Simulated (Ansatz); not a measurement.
The cell comes from COD entry 4117966, which wasn't checked; take it as a given geometry. The listed cell was then made from it by scaling, straining or moving an atom.

MnO: DFT, PBEsol, PAW with Ansatz's default frozen-core files, scalar-relativistic (Ansatz 0.2.0). What sets it apart from a plain run of this crystal: equal xx and yy strain of +1 %.

Command: `ansatz run input.yaml --threads 1 --pin off --max-ram 6144MiB --backend cpu --events-out ev --progress --plain --runs-dir out` The run took 30 s on 1 thread of Intel(R) Xeon(R) 6975P-C (Granite Rapids), with other jobs on the host, peak memory 0.7 GiB.

```yaml
crystal:
  lattice:
    - [3.4054179386, 0.0, 0.0]
    - [-1.7027089692, 2.9491784453, 0.0]
    - [0.0, 0.0, 5.3855]
  atoms:
    - { symbol: Mn, position: [0.3333333333, 0.6666666667, 0.01096], spin: 4.0 }
    - { symbol: Mn, position: [0.6666666667, 0.3333333333, 0.51096], spin: 4.0 }
    - { symbol: O, position: [0.3333333333, 0.6666666667, 0.37547] }
    - { symbol: O, position: [0.6666666667, 0.3333333333, 0.87547] }
magnetization:
  spin_polarized: true
kpoints:
  mp_grid: { grid: [14, 14, 8] }
scf:
  occupations: { method: fermi_dirac, width: 0.05 }
hamiltonian:
  xc: pbesol
  pseudopotentials: { kind: paw }
output:
  forces: true
  stress: true
  eigenvalues: true
  efg: { contact_densities: true }
  write_density: true
  write_potential: true
  elf: true
  volumetric_format: npy
```

Output (standing set-up lines are left out):

```
Crystal: 4 atoms, lattice volume = 54.088 Å³
SCF iter   1: F=—  HF=-8859.237271 eV  |F-HF|=—  |Δ(HF+E_count)|=         —  Δρ=1.35e-1 (↑1.35e-1 ↓5.52e-2)  dr2=1.01e1  dr2_m=2.52e0  M=9.777 μB ∫|m|=9.777 μB  β_m=0.30  ethr=3.10e-3  ⟨swp⟩=5.0  Hψ=24590  notcnv=0
Mixer restart at iter 1: flushing history
preconditioner: auto → Kerker (q_TF=auto, 2.616 Å⁻¹)  [metal: Δε(μ)=0.007 eV  Ē_g=9.483 eV  σ=0.050 eV  W_gap=0.04  n_scr=22 (ndim 8)  ℏωp=25.7 eV  f_vac=0.000  D(μ)=2.02/eV (n_scr^D=22)]
spin=Collinear: Kerker preconditioning applied to the charge; magnetization (m = ρ↑ − ρ↓) channel mixes plain (no charge-response kernel on spin).
SCF iter   2: F=—  HF=-8858.593915 eV  |F-HF|=—  |Δ(HF+E_count)|=   6.43e-1  Δρ=7.78e-2 (↑7.78e-2 ↓3.21e-2)  dr2=2.49e0  dr2_m=1.20e0  M=9.974 μB ∫|m|=9.974 μB  β_m=0.46  ethr=3.10e-3  ⟨swp⟩=3.1  Hψ=17040  notcnv=0  defer=368
SCF iter   3: F=—  HF=-8858.496222 eV  |F-HF|=—  |Δ(HF+E_count)|=   9.77e-2  Δρ=1.76e-2 (↑1.76e-2 ↓1.34e-2)  dr2=3.76e-1  dr2_m=5.56e-2  M=9.982 μB ∫|m|=9.982 μB  β_m=0.55  ethr=3.10e-3  ⟨swp⟩=2.8  Hψ=13365  notcnv=0  defer=368
SCF iter   4: F=—  HF=-8858.448144 eV  |F-HF|=—  |Δ(HF+E_count)|=   4.81e-2  Δρ=6.35e-3 (↑6.35e-3 ↓5.79e-3)  dr2=7.55e-2  dr2_m=3.19e-3  M=9.990 μB ∫|m|=9.990 μB  β_m=0.77  ethr=8.96e-4  ⟨swp⟩=2.1  Hψ=10369  notcnv=0  defer=366
SCF iter   5: F=—  HF=-8858.453396 eV  |F-HF|=—  |Δ(HF+E_count)|=         —  Δρ=4.34e-3 (↑4.34e-3 ↓2.12e-3)  dr2=1.23e-2  dr2_m=1.36e-3  M=9.990 μB ∫|m|=9.990 μB  β_m=0.77  ethr=1.80e-4  ⟨swp⟩=2.1  Hψ=11884  notcnv=0  defer=366
Mixer restart at iter 5: flushing history
SCF iter   6: F=—  HF=-8858.455548 eV  |F-HF|=—  |Δ(HF+E_count)|=   2.15e-3  Δρ=1.68e-3 (↑1.68e-3 ↓9.45e-4)  dr2=3.17e-3  dr2_m=2.36e-4  M=9.993 μB ∫|m|=9.993 μB  β_m=0.73  ethr=2.94e-5  ⟨swp⟩=2.0  Hψ=13602  notcnv=0  defer=366
SCF iter   7: F=—  HF=-8858.455749 eV  |F-HF|=—  |Δ(HF+E_count)|=   2.01e-4  Δρ=8.53e-4 (↑8.53e-4 ↓6.53e-4)  dr2=1.09e-3  dr2_m=4.18e-5  M=9.992 μB ∫|m|=9.992 μB  β_m=0.86  ethr=7.55e-6  ⟨swp⟩=2.3  Hψ=13190  notcnv=0  defer=366
SCF iter   8: F=—  HF=-8858.456423 eV  |F-HF|=—  |Δ(HF+E_count)|=   6.73e-4  Δρ=2.80e-4 (↑2.74e-4 ↓2.80e-4)  dr2=2.21e-4  dr2_m=3.11e-6  M=9.993 μB ∫|m|=9.993 μB  β_m=0.93  ethr=2.61e-6  ⟨swp⟩=1.7  Hψ=8323  notcnv=0  defer=366
SCF iter   9: F=—  HF=-8858.456592 eV  |F-HF|=—  |Δ(HF+E_count)|=   1.70e-4  Δρ=1.46e-4 (↑1.46e-4 ↓8.92e-5)  dr2=1.91e-5  dr2_m=1.28e-6  M=9.993 μB ∫|m|=9.993 μB  β_m=0.97  ethr=5.26e-7  ⟨swp⟩=2.0  Hψ=9432  notcnv=0  defer=366
SCF iter  10: F=—  HF=-8858.456638 eV  |F-HF|=—  |Δ(HF+E_count)|=   4.53e-5  Δρ=2.26e-5 (↑2.06e-5 ↓2.26e-5)  dr2=9.58e-7  dr2_m=3.07e-8  M=9.993 μB ∫|m|=9.993 μB  β_m=0.98  ethr=4.54e-8  ⟨swp⟩=2.5  Hψ=11386  notcnv=0  defer=366
SCF iter  11: F=—  HF=-8858.456638 eV  |F-HF|=—  |Δ(HF+E_count)|=   3.20e-7  Δρ=7.27e-6 (↑6.61e-6 ↓7.27e-6)  dr2=1.17e-7  dr2_m=9.48e-10  M=9.993 μB ∫|m|=9.993 μB  β_m=0.99  ethr=2.28e-9  ⟨swp⟩=2.2  Hψ=9495  notcnv=0  defer=366
SCF iter  12: F=-8858.456638 eV  HF=-8858.456638 eV  |F-HF|=3.22e-8  |Δ(HF+E_count)|=   4.58e-8  Δρ=6.35e-6 (↑3.45e-6 ↓6.35e-6)  dr2=4.30e-8  dr2_m=2.10e-9  M=9.993 μB ∫|m|=9.993 μB  ethr=2.38e-10  ⟨swp⟩=7.9  Hψ=42066  notcnv=0
SCF 1 converged in 12 iterations: F = -8858.456638 eV  dr2 = 4.30e-8
  greatest PAW one-centre occupation: 1.004 electrons in one spin orbital (limit 2), on the Mn atom at site 1 (counted from 0), in its partial waves of l = 1
WARN: an SCF from antiferromagnetic starting moments (-4.42, 4.42, 0.00, 0.00 Bohr magnetons, atom by atom) was not made, by what the run has read of turns of its moments that order reads lower: the deck asks for what bars it, or types moments that do (magnetization.spin_polarized, in the input reference, names some of the keys), or the run goes by scf.lower_state_search: light, the default, which as a rule tries one only behind a close that has lost an order of both signs, or on which an open d or half-filled 4f shell of a PAW file has lost a moment that was set nearer to Hund's than to what is left; or, under a Hubbard U, one that names an f shell that the input leaves bare beside given moments, or a larger moment for a shell of low spin that is given one. standard, with a start from the atoms, tries one behind each close (in a relaxation, ahead of its steps or at their end). To set out from that order, type those moments (crystal.atoms[].spin; where shells were raised to Hund's moment, beside crystal.symmetry.detect: false) under scf.lower_state_search: light. The bands of the close that named these starting moments, or of the one ahead of a search that led to it (under cold or Methfessel-Paxton smearing those of the Gaussian ahead of it) read a cost of -677.91 meV for the turn to them, carried on from a small turn (-677.91 by the pairs of d shells alone)
SCF converged after 12 iterations
Magnetization: 9.9932 μB (25.9966 up, 16.0034 down)
Absolute magnetization: 9.9932 μB (∫|ρ↑−ρ↓|, with the PAW one-centre terms)
Spin contamination: 0.0129 ħ² per cell (⟨S²⟩ above its minimum at these occupations)
Per-site moments (μB) at R_I (Å): [(3.83065650244846, 0.8097657995625), (3.830656502448458, 0.8097657995624999), (0.21650089460152552, 0.8097657995625), (0.21650089460152416, 0.8097657995624999)]
Free energy (F): -8858.456638 eV
Harris-Foulkes:  -8858.456638 eV  (|F-HF|=3.22e-8)
Internal energy: -8858.453804 eV  (E = F + TS)
E sigma→0 (E₀):  -8858.455221 eV
Entropy (-TS):   -0.002834 eV (-0.708 meV/atom)
Fermi energy:    10.285662 eV
--- Per-component energies (eV) ---
  E_band       = -626.897682
  E_kinetic    = 944.618473
  E_local      = -5262.036489  (includes V_loc(G=0)·N_el)
  E_nonlocal   = 606.295173
  E_hartree    = 2118.581836
  E_xc         = -364.144330
  E_vxc        = -467.490322  (∫ρ·V_xc dr)
  E_paw        = -2858.490927  (= ΣΔE_a)
  E_vpaw       = -685.454829  (= ΣTr[D̂ρ^β])
  E_aug_tail   = 0.004824  (compensation charges beyond the density's cutoff)
  E_ewald      = -4043.692241
  E_core_change = 0.409876  (= ΣΔE_core)
  E_smearing   = -0.002834  (= −TS)
  E_closure    = 0.000000  (closes the sum)
  Σ components = -8858.456638   (vs F -8858.456638, Δ=0.00e0)
--- Forces (eV/Å), atoms counted from 1 ---
  atom   1  Mn    -0.00000000     0.00000000    -0.64333313
  atom   2  Mn     0.00000000    -0.00000000    -0.64333313
  atom   3  O      0.00000000    -0.00000000     0.64334089
  atom   4  O     -0.00000000     0.00000000     0.64334089
  max |Σ_I F_I| component: 1.55e-5 eV/Å
--- Stress (GPa, compression-positive) ---
       -4.143349       0.000000       0.000000
        0.000000      -4.143349       0.000000
       -0.000000       0.000000       4.007293
  P = ⅓ Tr σ = -1.4265 GPa (-14.265 kbar)
--- PAW observables at the nuclei: V_zz in 10²¹ V/m², potentials from the cell's mean, atoms counted from 1 ---
  atom   1  Mn V_zz =    -2.849469   η = 0.0000   by run symmetry: allowed
            electrostatic potential = -3028.673282 V   contact ρ = 87578.592490 e/Å³   contact ρ_s (e/Å³): all electrons -2.511560, valence +6.958707
  atom   2  Mn V_zz =    -2.849469   η = 0.0000   by run symmetry: allowed
            electrostatic potential = -3028.673282 V   contact ρ = 87578.592490 e/Å³   contact ρ_s (e/Å³): all electrons -2.511560, valence +6.958707
  atom   3  O  V_zz =    +0.029558   η = 0.0000   by run symmetry: allowed
            electrostatic potential = -622.763247 V   contact ρ = 2143.641360 e/Å³   contact ρ_s (e/Å³): all electrons +1.966236, valence +2.307833
  atom   4  O  V_zz =    +0.029558   η = 0.0000   by run symmetry: allowed
            electrostatic potential = -622.763247 V   contact ρ = 2143.641360 e/Å³   contact ρ_s (e/Å³): all electrons +1.966236, valence +2.307833
--- Band table (eV; the first three rows and the last of 240) ---
  k-point 0 ↑: bands = ["-71.2227", "-71.2198", "-40.1130", "-40.1130", "-40.1125", "-40.1070", "-40.1070", "-40.0762", "-9.5666", "-9.0419", "3.2255", "3.9535", "4.1284", "4.1284", "4.4754", "4.4754", "7.1454", "7.1454", "7.6246", "7.6896", "7.6896", "8.6840", "9.2024", "9.2024", "10.2654", "10.2654", "10.3491", "13.7919", "15.8294", "21.4408"]
  k-point 1 ↑: bands = ["-71.2226", "-71.2199", "-40.1128", "-40.1128", "-40.1111", "-40.1073", "-40.1073", "-40.0776", "-9.5463", "-9.0613", "3.2082", "3.8750", "4.1361", "4.1361", "4.4555", "4.4555", "7.1733", "7.1733", "7.6822", "7.6822", "7.7442", "8.7848", "9.2360", "9.2360", "10.2231", "10.2231", "10.3701", "13.4908", "16.1347", "21.4262"]
  k-point 2 ↑: bands = ["-71.2223", "-71.2202", "-40.1121", "-40.1121", "-40.1079", "-40.1079", "-40.1072", "-40.0815", "-9.4885", "-9.1169", "3.1825", "3.6829", "4.1602", "4.1602", "4.4027", "4.4027", "7.2511", "7.2511", "7.6512", "7.6512", "8.0578", "8.9787", "9.3384", "9.3384", "10.1025", "10.1025", "10.4880", "12.8533", "16.8002", "20.7892"]
  k-point 119 ↓: bands = ["-66.4508", "-66.4508", "-35.4494", "-35.4494", "-35.4347", "-35.4347", "-35.4149", "-35.4149", "-8.5256", "-8.5256", "4.3479", "4.3479", "4.8274", "4.8274", "5.7668", "5.7668", "10.9241", "10.9241", "11.7896", "11.7896", "12.2111", "12.2111", "12.4657", "12.4657", "12.8513", "12.8513", "17.2659", "17.2659", "17.9462", "17.9462"]
```

Semilocal functionals without U often leave such compounds metallic or with too small a gap, and the real magnetic order may differ.

Runs of this kind can end on a higher state of the open shell or of the magnetic order, so this needn't be the ground state of the method.
